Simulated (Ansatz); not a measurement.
# How many bands does the GW gap of SrCl2 (fluorite (111) film, 1 layers) need?

Aim: see how the G0W0 gap of SrCl2 (fluorite (111) film, 1 layers) on LDA moves with empty bands and screening cutoff, and what each rung costs.

Method: G0W0 on LDA, plane waves, PAW, in Ansatz 0.2.0.

## (1) Set-up

The cell holds 3 atoms: 2 Cl and 1 Sr. Its edges and angles: a = 4.933 Å, b = 4.933 Å, c = 27.100 Å, α = 90.0°, β = 90.0°, γ = 120.0°. It derives from SrCl2. Vacuum lies along c.

The structure was relaxed with LDA (ions only). The runs that relaxed it are not among those shown. The default PAW set here is soft_2. Its files were made with PBE. The Coulomb interaction is cut off across the vacuum.

## (2) 280 empty bands, screening to 36 eV

G0W0 replaces the xc potential by the self-energy, built once from these orbitals. Only a window of levels is corrected, while the sums run over the empty bands that the input names.

Input file input.yaml:

```yaml
crystal:
  lattice:
    - [4.9332718803, 0.0, 0.0]
    - [-2.4666359402, 4.2723387721, 0.0]
    - [0.0, 0.0, 27.1]
  atoms:
    - { symbol: Cl, position: [0.6666666667, 0.3333333333, 0.4641068307] }
    - { symbol: Sr, position: [0.0, 0.0, 0.5] }
    - { symbol: Cl, position: [0.3333333333, 0.6666666667, 0.5358931693] }
  periodic: [true, true, false]
kpoints:
  mp_grid: { grid: [3, 3, 1] }
hamiltonian:
  xc: lda
scf:
  occupations: { method: fixed }
gw:
  n_empty_bands: 280
  ecut_chi: 36
  qp_bands: [v2, c2]
  qp_kpoints: band_edges
  screening: { model: contour_deformation }
```

Command:

```console
$ ansatz run input.yaml --threads 4 --pin off --max-ram 17510MiB --backend cpu --events-out ev --progress --plain --runs-dir out
```

Numbers of over 12 decimals in the logs are rounded to 6 here.

What it wrote:

```text
Engine: ansatz 0.2.0, aarch64-unknown-linux-gnu
Pseudopotentials: kind: paw
Pseudopotential: Cl, paw, valence charge 7, recommended cutoff 420 eV (normal), Cl.paw.azcp
Pseudopotential: Sr, paw, valence charge 10, recommended cutoff 420 eV (normal), Sr.paw.azcp
Functional definition: SPW92
  exchange = slater_x
  correlation = pw_c
Crystal: 3 atoms, lattice volume = 571.176 Å³
Basis set: ecut = 420 eV, 11149 PW (Γ)
Bands: 16, of which v1, the nominal top of the filled ones, is band 12 counted from 1 (11 counted from 0)
Symmetry: 12 space group operations
Space group: P-3m1 (ITA 164), of the structure as read, at distance tolerance 8.3e-5 Å
k-points: 3 of 9
Non-local potential: Cl, projectors of the file, l = 0: 2, l = 1: 2, l = 2: 2
Non-local potential: Sr, projectors of the file, l = 0: 3, l = 1: 2, l = 2: 2
PAW form: soft (Blöchl's): semilocal exchange-correlation on the pseudo side does not see the compensation charge
PAW frozen core: Cl, regenerated for the run's functional, and the local potential with it (the file was generated under x = pbe(κ = 0.804, μ = 0.219515), c = pbe(β = 0.066725))
PAW frozen core: Sr, regenerated for the run's functional, and the local potential with it (the file was generated under x = pbe(κ = 0.804, μ = 0.219515), c = pbe(β = 0.066725))
PAW one-centre angular grid: Cl, 110 points (default); XC on 64 Gauss nodes
PAW one-centre angular grid: Sr, 110 points (default); XC on 64 Gauss nodes
Initial density: superposition of atomic densities (neutral atoms: chi_scale 0, normalization atom), corrected by the library's trained network
Initial wavefunctions: pseudopotential atomic-orbital guess
Functional: x = slater, c = lda
SCF iter   1: F=—  HF=-5539.175707 eV  |F-HF|=—  |Δ(HF+E_count)|=         —  Δρ=2.26e-3  dr2=3.16e-2  ethr=1.77e-3  ⟨swp⟩=8.0  Hψ=343  notcnv=0  defer=6
preconditioner: auto → Resta (q_TF=auto, 1.609 Å⁻¹)  ε∞=1.3  [insulator: Δε(μ)=4.691 eV  Ē_g=13.199 eV  n_scr=42 (ndim 8)  ℏωp=7.3 eV  f_vac=0.799  ε∞_Penn≈1.3  vacuum switching on, ρ_ref=1.3e-2 e/Å³]
SCF iter   2: F=—  HF=-5539.166696 eV  |F-HF|=—  |Δ(HF+E_count)|=   9.01e-3  Δρ=1.01e-3  dr2=2.65e-3  ethr=1.32e-4  ⟨swp⟩=4.0  Hψ=128  notcnv=0  defer=6
SCF iter   3: F=—  HF=-5539.166520 eV  |F-HF|=—  |Δ(HF+E_count)|=   1.76e-4  Δρ=3.61e-4  dr2=4.37e-4  ethr=1.11e-5  ⟨swp⟩=3.7  Hψ=96  notcnv=0  defer=6
SCF iter   4: F=—  HF=-5539.166580 eV  |F-HF|=—  |Δ(HF+E_count)|=   6.03e-5  Δρ=3.25e-5  dr2=3.32e-6  ethr=1.82e-6  ⟨swp⟩=3.3  Hψ=86  notcnv=0  defer=5
SCF iter   5: F=—  HF=-5539.166584 eV  |F-HF|=—  |Δ(HF+E_count)|=   3.99e-6  Δρ=8.67e-6  dr2=1.86e-7  ethr=1.38e-8  ⟨swp⟩=3.0  Hψ=94  notcnv=0  defer=5
SCF iter   6: F=-5539.166584 eV  HF=-5539.166584 eV  |F-HF|=2.03e-8  |Δ(HF+E_count)|=   1.53e-7  Δρ=2.23e-6  dr2=2.99e-8  ethr=4.17e-10  ⟨swp⟩=24.3  Hψ=458  notcnv=0
SCF 1 converged in 6 iterations: F = -5539.166584 eV  dr2 = 2.99e-8
  greatest PAW one-centre occupation: 0.986 electrons in one spin orbital (limit 2), on the Sr atom at site 1 (counted from 0), in its partial waves of l = 0
NSCF: frozen V_eff on 3 k-points
G₀W₀ screening: q 1/3
[... further progress lines ...]
NSCF: frozen V_eff on 1 k-points
SCF converged after 6 iterations
Free energy (F): -5539.166584 eV
Harris-Foulkes:  -5539.166584 eV  (|F-HF|=2.03e-8)
Internal energy: -5539.166584 eV  (E = F + TS)
E sigma→0 (E₀):  -5539.166584 eV
Fermi energy:    -7.219609 eV
--- Per-component energies (eV) ---
  E_band       = -386.930466
  E_kinetic    = 564.694514
  E_local      = -15354.318485  (includes V_loc(G=0)·N_el)
  E_nonlocal   = 266.093761
  E_hartree    = 7289.798203
  E_xc         = -382.183546
  E_vxc        = -403.138770  (∫ρ·V_xc dr)
  E_paw        = -3847.573111  (= ΣΔE_a)
  E_vpaw       = -39.854113  (= ΣTr[D̂ρ^β])
  E_aug_tail   = 0.000197  (compensation charges beyond the density's cutoff)
  E_ewald      = 5923.646763
  E_core_change = 0.675119  (= ΣΔE_core)
  E_smearing   = -0.000000  (= −TS)
  E_closure    = -0.000000  (closes the sum)
  Σ components = -5539.166584   (vs F -5539.166584, Δ=0.00e0)
--- Band table (eV) ---
  k-point 0: bands = [... 8 lower, -8.1066, -7.4499, -7.3992, -7.3992, -2.4285, -0.9463, -0.9463, -0.7973]
  k-point 1: bands = [... 8 lower, -8.3315, -7.6302, -7.4162, -7.2196, -1.4760, -1.0727 (-1.0727°), -0.4722, -0.4241]
  k-point 2: bands = [... 8 lower, -8.4471, -7.3992, -7.2824, -7.2824, -1.3134, -0.7126, -0.7126, 0.1470]
  ° read free of the cell's end (the report's vacuum.weakly_bound_levels)
--- G₀W₀: contour deformation, 5 samples at zero and on the imaginary axis and 1 off it, 9 q-points, 280 empty bands' worth ---
  eigenvalues of the whole cell's RPA ε∞ on this k-mesh (on a slab, of 1 + 4πα/V) = 1.0985, 1.3076, 1.3076; static W/v taken at q = 0 is 0.829788
  bands read: the sum over 292 bands ends inside a degenerate multiplet in 2 slots, whose members it reads at an even weight; the widest, k=0: bands 292 to 293 (counted from 1) at 1/2 each
  gw.qp_kpoints: band_edges: 3 of 3 stored k-points solved, in 1 pass; an edge of the gap read off the rows below is read off those points alone
    ik  band        ε_KS         Σx   Σc(E_QP)       V_xc       Z   E_QP_lin       E_QP  E_QP is
     0    11     -7.3992   -20.7564     2.5368   -16.5893  0.8138    -9.0665    -9.0295  root
     0    12     -7.3992   -20.7564     2.5368   -16.5893  0.8138    -9.0665    -9.0295  root
     0    13     -2.4285    -3.2150    -2.3070    -7.0259  0.8850    -0.9032    -0.9246  root
     0    14     -0.9463    -5.5177    -3.1260   -11.0228  0.8537     1.5104     1.4327  root
     1    11     -7.4162   -20.1153     2.5448   -15.8852  0.8114    -9.1438    -9.1015  root
     1    12     -7.2196   -20.3772     2.5479   -16.1654  0.8124    -8.9235    -8.8835  root
     1    13     -1.4760    -3.8804    -2.4600    -8.1378  0.8731     0.3596     0.3213  root
     1    14     -1.0727    -5.3372    -2.8389   -10.3661  0.8588     1.1782     1.1172  root
     2    11     -7.2824   -20.3951     2.5534   -16.1863  0.8113    -8.9778    -8.9377  root
     2    12     -7.2824   -20.3951     2.5534   -16.1863  0.8113    -8.9778    -8.9377  root
     2    13     -1.3134    -4.0251    -2.6904    -8.7318  0.8672     0.7561     0.7029  root
     2    14     -0.7126    -5.3995    -2.9580   -10.5733  0.8547     1.5698     1.5032  root
```

Elapsed: 23 s, on 4 threads of Arm Neoverse V1, shared host; peak memory 1.6 GiB; 86 s of CPU time.

Numbers from this step:

- bands summed: 292
- plane waves in the screening matrix: 297
- q-points in the mesh: 9
- G0W0 gap on the mesh: 7.959 eV
- k of the valence top: 0, 0.3333, 0
- k of the conduction bottom: 0, 0, 0
- starting gap on the mesh: 4.791 eV
- Z at the valence top: 0.8124
- Z at the conduction bottom: 0.8850
- least direct G0W0 gap on the computed points: 8.105 eV

The gap on the mesh goes from 4.79 eV to 7.96 eV, a correction of +3.17 eV. Between the two edge states, bare exchange in place of the xc potential would open the gap by 8.02 eV, and correlation takes back 4.85 eV.

## (3) 679 empty bands, screening to 65 eV

Another rung: the empty bands reach about as high as the screening cutoff, so the two stay in balance.

input.yaml: that of step 2 with these lines changed.

```diff
@@ -16,5 +16,6 @@
   occupations: { method: fixed }
+  convergence: { dr2_threshold: 1.0e-10 }
 gw:
-  n_empty_bands: 280
-  ecut_chi: 36
+  n_empty_bands: 679
+  ecut_chi: 65.0
   qp_bands: [v2, c2]
```

What it wrote:

```text
[...]
Crystal: 3 atoms, lattice volume = 571.176 Å³
Basis set: ecut = 420 eV, 11149 PW (Γ)
Bands: 16, of which v1, the nominal top of the filled ones, is band 12 counted from 1 (11 counted from 0)
[... 1 set-up line as in the run before ...]
[...]
k-points: 3 of 9
[...]
SCF iter   1: F=—  HF=-5539.175707 eV  |F-HF|=—  |Δ(HF+E_count)|=         —  Δρ=2.26e-3  dr2=3.16e-2  ethr=1.77e-3  ⟨swp⟩=8.0  Hψ=343  notcnv=0  defer=6
[...]
SCF iter   9: F=-5539.166584 eV  HF=-5539.166584 eV  |F-HF|=8.19e-12  |Δ(HF+E_count)|=  8.73e-11  Δρ=1.33e-8  dr2=7.29e-13  ethr=1.00e-12  ⟨swp⟩=23.7  Hψ=447  notcnv=0
SCF 1 converged in 9 iterations: F = -5539.166584 eV  dr2 = 7.29e-13
[...]
NSCF: frozen V_eff on 3 k-points
G₀W₀ screening: q 1/3
[... further progress lines ...]
[...]
SCF converged after 9 iterations
Free energy (F): -5539.166584 eV
[...]
Internal energy: -5539.166584 eV  (E = F + TS)
E sigma→0 (E₀):  -5539.166584 eV
Fermi energy:    -7.219505 eV
[...]
--- Band table (eV) ---
  k-point 0: bands = [... 8 lower, -8.1065, -7.4498, -7.3990, -7.3990, -2.4284, -0.9462, -0.9462, -0.7972]
  k-point 1: bands = [... 8 lower, -8.3314, -7.6301, -7.4161, -7.2195, -1.4759, -1.0726 (-1.0726°), -0.4721, -0.4240]
  k-point 2: bands = [... 8 lower, -8.4470, -7.3991, -7.2823, -7.2823, -1.3134, -0.7125, -0.7125, 0.1471]
  ° read free of the cell's end (the report's vacuum.weakly_bound_levels)
[...]
0    11     -7.3990   -20.7563     2.3410   -16.5892  0.8060    -9.2721    -9.2251  root
     0    12     -7.3990   -20.7563     2.3410   -16.5892  0.8060    -9.2721    -9.2251  root
     0    13     -2.4284    -3.2150    -2.3519    -7.0258  0.8841    -0.9498    -0.9695  root
     0    14     -0.9462    -5.5177    -3.3004   -11.0228  0.8514     1.3224     1.2585  root
     1    11     -7.4161   -20.1153     2.3649   -15.8852  0.8038    -9.3340    -9.2813  root
     1    12     -7.2195   -20.3772     2.3638   -16.1654  0.8045    -9.1177    -9.0675  root
     1    13     -1.4759    -3.8804    -2.5540    -8.1377  0.8719     0.2608     0.2273  root
     1    14     -1.0726    -5.3372    -2.9935   -10.3661  0.8565     1.0134     0.9628  root
     2    11     -7.2823   -20.3950     2.3662   -16.1863  0.8034    -9.1755    -9.1249  root
     2    12     -7.2823   -20.3950     2.3662   -16.1863  0.8034    -9.1755    -9.1249  root
     2    13     -1.3134    -4.0251    -2.8071    -8.7318  0.8660     0.6318     0.5861  root
     2    14     -0.7125    -5.3995    -3.1182   -10.5733  0.8525     1.3981     1.3431  root
```

Run time: 1.9 min. Hardware: 4 threads; peak memory 4.3 GiB.

Numbers from this step:

```yaml
bands_summed: 691
plane_waves_in_the_screening_matrix: 689
q_points_in_the_mesh: 9
g0w0_gap_on_the_mesh: 8.098 eV
k_of_the_valence_top: 0, 0.3333, 0
k_of_the_conduction_bottom: 0, 0, 0
starting_gap_on_the_mesh: 4.791 eV
z_at_the_valence_top: 0.8045
z_at_the_conduction_bottom: 0.8841
least_direct_g0w0_gap_on_the_computed_points: 8.256 eV
```

Against the run with 3×3×1 mesh, 280 empty bands, screening to 36 eV, the gap moves by +0.14 eV.

## (4) Convergence and cost

Times are wall times on 4 threads of Arm Neoverse V1, shared host, good to a factor of about two.

```
 mesh        files            frequency  bands summed  cutoff (eV)  start (eV)  G0W0 (eV)     time  host memory (GiB)
3×3×1  default PAW  contour deformation           292           36       4.791      7.959     23 s                1.6
3×3×1  default PAW  contour deformation           691           65       4.791      8.098  1.9 min                4.3
```

How the two edges are built up, in eV (the quasiparticle level is the starting level plus Σx plus Σc less Vxc):

```
      run               edge  start      Σx     Σc     Vxc     Z     QP
292 bands        valence top  -7.22  -20.38   2.55  -16.17  0.81  -8.88
292 bands  conduction bottom  -2.43   -3.21  -2.31   -7.03  0.89  -0.92
691 bands        valence top  -7.22  -20.38   2.36  -16.17  0.80  -9.07
691 bands  conduction bottom  -2.43   -3.21  -2.35   -7.03  0.88  -0.97
```

## (5) Results

| Item | Value |
| --- | --- |
| 292 bands, 36 eV | 7.959 eV |
| 691 bands, 65 eV | 8.098 eV |
| estimated limit in bands and cutoff | 8.20 eV |
| mesh and start | 3×3×1, LDA |

A line in one over the bands through the two rungs gives 8.20 eV, +0.10 eV from the top rung; with two points alone it is an unchecked estimate. The rungs stand 0.24 eV (292 bands) and 0.10 eV (691 bands) from it. From 292 to 691 bands the gap moves by +0.14 eV while the time grows 4.9-fold. Σc changes by −0.18 eV at the valence top and −0.04 eV at the conduction bottom, so the valence edge carries most of the change. The 3×3×1 mesh misses a band edge: over a band path and its finer mesh (run apart) the LDA gap is 4.74 eV, so the G0W0 gap over the zone may lie about 0.05 eV below its value on the mesh. In a film the band edges may be surface states, so its gap need not approach the bulk's. At these cutoffs the gaps of films stand short of the band limit, often by tenths of an eV, while the trend with thickness is less touched. The mesh in the plane is coarse for a sheet; gap and any exciton binding can still move on denser ones. The many-body steps are scalar-relativistic: spin-orbit coupling is not in them.

[Paths, hosts, dates, memory and timing lines, banners, echoed tables and standing remarks are left out of the program output.]

[Logs are printed without paths, hosts, clocks, repeated set-up lines and the standing remarks that a program may print on its own settings, such as how far it seeks lower states.]

[Runs of the session that timed out or met a known fault of the program may be left out.]

[Cells called generated may have been cut or substituted from an entry of the Crystallography Open Database or the Materials Project.]

[Hosts, paths, dates, database ids (printed as entryN), source tags and the programs' standing remarks are cut or masked in the printed files.]
